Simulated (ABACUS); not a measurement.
# Ge (I4_1/amd) in ABACUS: equation of state

How stiff is Ge in PBEsol, and what volume does it want? The cell is scaled to several volumes.

Everything below comes from runs of ABACUS 3.10.1. Logs are shortened: lines on timing, memory, paths and dates and some standing lists are left out, and cuts for length are marked.

## Step 1: The crystal as given

It takes space group I4_1/amd (No. 141, tetragonal). The conventional cell has a = 5.149 Å, b = 5.149 Å, c = 2.795 Å, α = 90.00°, β = 90.00°, γ = 90.00°. Ge (site symmetry -4m2) has 6 Ge at 2.67 to 2.79 Å as nearest neighbours.

This isn't the form of Ge at room conditions, which is diamond.

## Step 2: Equation of state, PBEsol, 17.41 Å³/atom (volume scaled by 0.94)

The input, INPUT:

```
INPUT_PARAMETERS
suffix              Ge
calculation         scf
basis_type          pw
pseudo_dir          ./
symmetry            1
dft_functional      pbesol
ecutwfc             79
pseudo_rcut         7
nspin               1
nbands              18
ks_solver           dav
smearing_method     fd
smearing_sigma      0.00367493
scf_thr             1e-08
scf_nmax            100
mixing_type         broyden
mixing_beta         0.7
cal_force           1
cal_stress          1
kpar                4
```

The input, STRU:

```
ATOMIC_SPECIES
Ge 72.6300 Ge.upf

LATTICE_CONSTANT
1.8897261246

LATTICE_VECTORS
-2.5219343658 2.5219343658 1.3688860134
2.5219343658 -2.5219343658 1.3688860134
2.5219343658 2.5219343658 -1.3688860134

ATOMIC_POSITIONS
Direct

Ge
0.0
2
0.5000000000 0.5000000000 0.0000000000 1 1 1
0.2500000000 0.7500000000 0.5000000000 1 1 1
```

The input, KPT:

```
K_POINTS
0
Gamma
11 11 11 0 0 0
```

Potentials or basis: PseudoDojo NC SR 0.4.1 PBEsol standard, plane waves.

Launch:

```console
OMP_NUM_THREADS=1 mpirun -np 4 abacus > log
```

running log:

```text
ABACUS v3.10.1

               Atomic-orbital Based Ab-initio Computation at UStc

 ------------------------------------------------------------------------------------

 READING GENERAL INFORMATION
                           global_out_dir = OUT.Ge/
                           global_in_card = INPUT
                               pseudo_dir = ./
                              orbital_dir =
                                    DSIZE = 4
                                    GSIZE = 1

 READING UNITCELL INFORMATION
                                    ntype = 1
                  lattice constant (Bohr) = 1.88973
              lattice constant (Angstrom) = 1

 READING ATOM TYPE 1
                               atom label = Ge
                      L=0, number of zeta = 1
                      L=1, number of zeta = 1
                      L=2, number of zeta = 1
             number of atom for this type = 2

                        TOTAL ATOM NUMBER = 2
DIRECT COORDINATES
    atom                   x                   y                   z     mag                  vx                  vy                  vz
taud_Ge1            0.5000000000        0.5000000000        0.0000000000  0.0000        0.0000000000        0.0000000000        0.0000000000
taud_Ge2            0.2500000000        0.7500000000        0.5000000000  0.0000        0.0000000000        0.0000000000        0.0000000000

                          Volume (Bohr^3) = 235.013
                             Volume (A^3) = 34.8253

 Lattice vectors: (Cartesian coordinate: in unit of a_0)
             -2.52193            +2.52193            +1.36889
             +2.52193            -2.52193            +1.36889
             +2.52193            +2.52193            -1.36889
 Reciprocal vectors: (Cartesian coordinate: in unit of 2 pi/a_0)
                   +0           +0.198261           +0.365261
            +0.198261                  +0           +0.365261
            +0.198261           +0.198261                  +0
 The esolver type has been set to : ksdft_pw

                PAO radial cut off (Bohr) = 7

 Read in pseudopotential file is Ge.upf
                     pseudopotential type = NC
          exchange-correlation functional = PBESOL
                 nonlocal core correction = 1
                        valence electrons = 14
                                     lmax = 2
                           number of zeta = 3
                     number of projectors = 6
                           L of projector = 0
                           L of projector = 0
                           L of projector = 1
                           L of projector = 1
                           L of projector = 2
                           L of projector = 2
     initial pseudo atomic orbital number = 18

 SETUP THE ELECTRONS NUMBER
            electron number of element Ge = 14
      total electron number of element Ge = 28
            AUTOSET number of electrons:  = 28
                           occupied bands = 14
                                   NBANDS = 18
                                   NLOCAL = 18

%%%%%%%%%%%%%%%%%%%%%%%%%%%%%%%%%%%%%%%%%%%%%%%%%%%%%%%%%%%%%%%%%%%%%%%%%%%%%%%%%%%%%%%%%%%%%%%%%%%%%%%%%%
 Warning: the number of valence electrons in pseudopotential > 4 for Ge: [Ar] 3d10 4s2 4p2
 Pseudopotentials with additional electrons can yield (more) accurate outcomes, but may be less efficient.
 If you're confident that your chosen pseudopotential is appropriate, you can safely ignore this warning.
%%%%%%%%%%%%%%%%%%%%%%%%%%%%%%%%%%%%%%%%%%%%%%%%%%%%%%%%%%%%%%%%%%%%%%%%%%%%%%%%%%%%%%%%%%%%%%%%%%%%%%%%%%

 SETUP THE PLANE WAVE BASIS
 energy cutoff for charge/potential (unit:Ry) = 316
            fft grid for charge/potential = [ 45, 45, 45 ]
                        fft grid division = [ 1, 1, 1 ]
        big fft grid for charge/potential = [ 45, 45, 45 ]
                                     nbxx = 91125
                                     nrxx = 91125

 SETUP PLANE WAVES FOR CHARGE/POTENTIAL
                    number of plane waves = 22239
                         number of sticks = 877

 PARALLEL PW FOR CHARGE/POTENTIAL
     PROC   COLUMNS(POT)             PW
        1            877          22239
 --------------- sum -------------------
        1            877          22239
                            number of |g| = 1316
                                  max |g| = 28.5612
                                  min |g| = 0

----------- Double Check Mixing Parameters Begin ------------
mixing_type: broyden
mixing_beta: 0.7
mixing_gg0: 1
mixing_gg0_min: 0.1
mixing_ndim: 8
----------- Double Check Mixing Parameters End ------------

 LATTICE VECTORS: (CARTESIAN COORDINATE: IN UNIT OF A0)
             -2.52193            +2.52193            +1.36889
[... 26 lines left out ...]
                                       C4 = 0
                                       C6 = 0
                                       S1 = 2
                                       S3 = 0
                                       S4 = 2
                                       S6 = 0
                              POINT GROUP = D_2d
               POINT GROUP IN SPACE GROUP = D_4h

 SETUP K-POINTS
                                    nspin = 1
                   Input type of k points = Monkhorst-Pack(Gamma)
                                   nkstot = 1331
                       right hand lattice = 1
(for reciprocal lattice: )
                             BRAVAIS TYPE = 6
                     BRAVAIS LATTICE NAME = 06. Tetrogonal I (body-centered)
                                    ibrav = 6
                       right hand lattice = 1
(for k-lattice: )
                             BRAVAIS TYPE = 6
                     BRAVAIS LATTICE NAME = 06. Tetrogonal I (body-centered)
                                    ibrav = 6
                       right hand lattice = 1
                        ROTATION MATRICES = 16
                               nkstot_ibz = 126
K-POINTS REDUCTION ACCORDING TO SYMMETRY
     IBZ    DIRECT_X    DIRECT_Y    DIRECT_Z  WEIGHT  ibz2bz
       1  0.00000000  0.00000000  0.00000000  0.0008       0
       2 -0.09090909  0.00000000  0.09090909  0.0060       1
       3 -0.18181818  0.00000000  0.18181818  0.0060       2
       4 -0.27272727  0.00000000  0.27272727  0.0060       3
       5 -0.36363636  0.00000000  0.36363636  0.0060       4
       6 -0.45454545  0.00000000  0.45454545  0.0060       5
[... 22 lines left out ...]
      29 -0.27272727  0.36363636 -0.09090909  0.0120      40
      30 -0.27272727  0.27272727  0.00000000  0.0030      41
[... 96 further k points ...]

                               nkstot now = 126
[... K-POINTS DIRECT COORDINATES: 126 rows ...]

           k-point number in this process = 32
       minimum distributed K point number = 31
[... stars of the k points ...]

[... K-POINTS CARTESIAN COORDINATES: 32 rows ...]

[... K-POINTS DIRECT COORDINATES: 32 rows ...]

 SETUP PLANE WAVES FOR WAVE FUNCTIONS
     energy cutoff for wavefunc (unit:Ry) = 79
              fft grid for wave functions = [ 45, 45, 45 ]
                    number of plane waves = 3997
                         number of sticks = 285

 PARALLEL PW FOR WAVE FUNCTIONS
     PROC   COLUMNS(POT)             PW
        1            285           3997
 --------------- sum -------------------
        1            285           3997

 SETUP NONLOCAL PSEUDOPOTENTIALS IN PLANE WAVE BASIS
 Ge non-local projectors:
 projector 1 L=0
 projector 2 L=0
 projector 3 L=1
 projector 4 L=1
 projector 5 L=2
 projector 6 L=2
      TOTAL NUMBER OF NONLOCAL PROJECTORS = 36

 Init Non-Local PseudoPotential table :
 Init Non-Local-Pseudopotential done.

                                     npwx = 2805

 Make real space PAO into reciprocal space.
       max mesh points in Pseudopotential = 701
     dq(describe PAO in reciprocal space) = 0.01
                                    max q = 1071

 number of pseudo atomic orbitals for Ge is 3
WARNING: norm of atomic wavefunction # 2 of atomic type Ge is 0.999922, renormalized
WARNING: norm of atomic wavefunction # 3 of atomic type Ge is 0.995552, renormalized

 -------------------------------------------
 SELF-CONSISTENT
 -------------------------------------------
                                 init_chg = atomic

 PW ALGORITHM --------------- ION=   1  ELEC=   1--------------------------------
 Notice: Threshold on eigenvalues was too large.
 hsover_error=0.28 > DRHO=0.0114779
 Origin diag ethr = 0.01
 New diag ethr = 4.09925e-05

 Density error is 0.0115360178166
                          Error Threshold = 4.09925280325e-05
----------------------------------------------------------
     Energy           Rydberg                 eV
----------------------------------------------------------
 E_KohnSham     -356.7795039226      -4854.2341829611
 E_Harris       -358.0373247698      -4871.3477135463
 E_Fermi        0.9852815994         13.4054438868
----------------------------------------------------------
[... 51 lines left out ...]
 Density error is 3.81693850753e-10
                          Error Threshold = 7.49607958448e-11
----------------------------------------------------------
     Energy           Rydberg                 eV
----------------------------------------------------------
 E_KohnSham     -356.7808925198      -4854.2530757943
 E_KS(sigma->0) -356.7806130971      -4854.2492740538
 E_Harris       -356.7810565967      -4854.2553081749
 E_band         -12.1833597414       -165.7631132663
 E_one_elec     -129.0110081438      -1755.2848154798
 E_Hartree      87.4452895324        1189.7542009000
 E_xc           -86.4620152549       -1176.3760680289
 E_Ewald        -228.7525998081      -3112.3387897045
 E_entropy(-TS) -0.0005588454        -0.0076034811
 E_descf        0.0000000000         0.0000000000
 E_exx          0.0000000000         0.0000000000
 E_Fermi        0.9805868458         13.3415684862
----------------------------------------------------------

 charge density convergence is achieved
 final etot is -4854.2530758 eV
 EFERMI = 13.341568486 eV

 STATE ENERGY(eV) AND OCCUPATIONS    NSPIN == 1
 1/32 kpoint (Cartesian) = 0.0000 0.0000 0.0000 (2771 pws)
       1       -11.5412     0.00150263
       2       -11.4838     0.00150263
       3       -11.4574     0.00150263
       4       -11.4481     0.00150263
       5       -11.3220     0.00150263
       6       -11.3220     0.00150263
[... 98 lines left out ...]
       5       -11.3670      0.0120210
       6       -11.3613      0.0120210
[... 10 lines left out ...]
      17        17.1016    2.63469e-35
      18        19.0091    7.11942e-52

[... levels at 26 further k points ...]

------------------------------------------------------------------------------------------
 TOTAL-FORCE (eV/Angstrom)
------------------------------------------------------------------------------------------
                       Ge1         0.0000000000         0.0000000000         0.0000000000
                       Ge2         0.0000000000         0.0000000000         0.0000000000
------------------------------------------------------------------------------------------

----------------------------------------------------------------
 TOTAL-STRESS (KBAR)
----------------------------------------------------------------
        48.8038175586        -0.0000000000         0.0000000000
        -0.0000000000        48.8038175586        -0.0000000000
         0.0000000000         0.0000000000        47.1640369374
----------------------------------------------------------------
 TOTAL-PRESSURE: 48.257224 KBAR

 --------------------------------------------
 !FINAL_ETOT_IS -4854.2530757943331992 eV
 --------------------------------------------
```

It took 14 s on 4 MPI ranks of AMD EPYC 9R45 (Zen 5), shared host; peak memory 0.4 GiB.

Results:

| Property | Result |
| --- | --- |
| Free energy | -4854.2531 eV |
| Pressure | 4.8 GPa |
| Band gap on the k mesh | none (metal or under the smearing width) |

## Step 3: Equation of state, PBEsol, 17.78 Å³/atom (volume scaled by 0.96)

INPUT is that of step 2.

The input, STRU:

```
ATOMIC_SPECIES
Ge 72.6300 Ge.upf

LATTICE_CONSTANT
1.8897261246

LATTICE_VECTORS
-2.5396950521 2.5396950521 1.3785263734
2.5396950521 -2.5396950521 1.3785263734
2.5396950521 2.5396950521 -1.3785263734

ATOMIC_POSITIONS
Direct

Ge
0.0
2
0.5000000000 0.5000000000 0.0000000000 1 1 1
0.2500000000 0.7500000000 0.5000000000 1 1 1
```

KPT is that of step 2.

Potentials or basis: PseudoDojo NC SR 0.4.1 PBEsol standard, plane waves.

Launch:

```console
OMP_NUM_THREADS=1 mpirun -np 4 abacus > log
```

Wall time 15 s (4 MPI ranks of AMD EPYC 9R45 (Zen 5), shared host); peak memory 0.44 GiB.

Results (log left out):

* Free energy: -4854.2708 eV
* Pressure: 2.8 GPa
* Band gap on the k mesh: none (metal or under the smearing width)

## Step 4: Equation of state, PBEsol, 18.15 Å³/atom (volume scaled by 0.98)

INPUT is that of step 3.

The input, STRU:

```
ATOMIC_SPECIES
Ge 72.6300 Ge.upf

LATTICE_CONSTANT
1.8897261246

LATTICE_VECTORS
-2.5572107439 2.5572107439 1.3880337523
2.5572107439 -2.5572107439 1.3880337523
2.5572107439 2.5572107439 -1.3880337523

ATOMIC_POSITIONS
Direct

Ge
0.0
2
0.5000000000 0.5000000000 0.0000000000 1 1 1
0.2500000000 0.7500000000 0.5000000000 1 1 1
```

KPT is that of step 3.

Launch:

```console
OMP_NUM_THREADS=1 mpirun -np 4 abacus > log
```

Wall time 15 s (4 MPI ranks of AMD EPYC 9R45 (Zen 5), shared host); peak memory 0.44 GiB.

Results (log left out):

```yaml
Free_energy: -4854.2797 eV
Pressure: 1.0 GPa
Band_gap_on_the_k_mesh: none (metal or under the smearing width)
```

## Step 5: Equation of state, PBEsol, 18.52 Å³/atom

INPUT is that of step 4.

The input, STRU:

```
ATOMIC_SPECIES
Ge 72.6300 Ge.upf

LATTICE_CONSTANT
1.8897261246

LATTICE_VECTORS
-2.5744897190 2.5744897190 1.3974126432
2.5744897190 -2.5744897190 1.3974126432
2.5744897190 2.5744897190 -1.3974126432

ATOMIC_POSITIONS
Direct

Ge
0.0
2
0.5000000000 0.5000000000 0.0000000000 1 1 1
0.2500000000 0.7500000000 0.5000000000 1 1 1
```

KPT is that of step 4.

Launch:

```console
OMP_NUM_THREADS=1 mpirun -np 4 abacus > log
```

Wall time 16 s (4 MPI ranks of AMD EPYC 9R45 (Zen 5), shared host); peak memory 0.44 GiB.

It converged, with:

```yaml
Free_energy: -4854.2808 eV
Pressure: -0.6 GPa
Band_gap_on_the_k_mesh: none (metal or under the smearing width)
```

## Step 6: Equation of state, PBEsol, 18.89 Å³/atom (volume scaled by 1.02)

INPUT is that of step 5.

The input, STRU:

```
ATOMIC_SPECIES
Ge 72.6300 Ge.upf

LATTICE_CONSTANT
1.8897261246

LATTICE_VECTORS
-2.5915398167 2.5915398167 1.4066673013
2.5915398167 -2.5915398167 1.4066673013
2.5915398167 2.5915398167 -1.4066673013

ATOMIC_POSITIONS
Direct

Ge
0.0
2
0.5000000000 0.5000000000 0.0000000000 1 1 1
0.2500000000 0.7500000000 0.5000000000 1 1 1
```

KPT is that of step 5.

Potentials or basis: PseudoDojo NC SR 0.4.1 PBEsol standard, plane waves.

Launch:

```console
OMP_NUM_THREADS=1 mpirun -np 4 abacus > log
```

Run time: 16 s. Hardware: 4 MPI ranks of AMD EPYC 9R45 (Zen 5), shared host; peak memory 0.44 GiB.

The run converged. Its results:

```yaml
Free_energy: -4854.2749 eV
Pressure: -2.0 GPa
Band_gap_on_the_k_mesh: none (metal or under the smearing width)
```

## Step 7: Equation of state, PBEsol, 19.27 Å³/atom (volume scaled by 1.04)

INPUT is that of step 6.

The input, STRU:

```
ATOMIC_SPECIES
Ge 72.6300 Ge.upf

LATTICE_CONSTANT
1.8897261246

LATTICE_VECTORS
-2.6083684688 2.6083684688 1.4158017605
2.6083684688 -2.6083684688 1.4158017605
2.6083684688 2.6083684688 -1.4158017605

ATOMIC_POSITIONS
Direct

Ge
0.0
2
0.5000000000 0.5000000000 0.0000000000 1 1 1
0.2500000000 0.7500000000 0.5000000000 1 1 1
```

KPT is that of step 6.

Launch:

```console
OMP_NUM_THREADS=1 mpirun -np 4 abacus > log
```

Wall time 17 s (4 MPI ranks of AMD EPYC 9R45 (Zen 5), shared host); peak memory 0.44 GiB.

Results (log left out):

- Free energy: -4854.2626 eV
- Pressure: -3.3 GPa
- Band gap on the k mesh: none (metal or under the smearing width)

(Part 1 of 2 ends here.)
